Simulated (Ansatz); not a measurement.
# Ni in Ansatz: the effect of functional

Ni:

```
Ni
1.0
     0.00000    1.77165    1.77165
     1.77165    0.00000    1.77165
     1.77165    1.77165    0.00000
Ni
1
Direct
  0.00000 0.00000 0.00000
```

The cell isn't the ideal one: volume scaled by 1.06.

Alike in all runs:

```yaml
Program: Ansatz 0.2.0
Task: single point
Potentials_or_basis: Ansatz PAW
k_mesh: 13 × 13 × 13
Occupations: fermi-dirac, width 0.05 eV
Spin: collinear spin, ferromagnetic start
Starting_moments: "[1.0] μB"
```

Task: One run gave: pressure -10.5 GPa; moment 0.78 μB. Which functional did it use?
A. r2SCAN
B. PBE
C. LDA

Result: A.

| functional | cutoff | pressure (GPa) | moment (μB) |
| --- | --- | --- | --- |
| LDA | 420 eV (not typed: the program's choice for these potentials) | -20.5 | 0.63 |
| r2SCAN | 500 eV (not typed: the program's choice for these potentials) | -10.5 | 0.78 |
| PBE | 420 eV (not typed: the program's choice for these potentials) | -4.1 | 0.63 |

Caveats: the PAW data sets come from PBE, with cores solved anew for the run's functional, which leaves a small shift of forces and pressure (some runs); the magnetic or orbital state may not be the lowest (some runs).
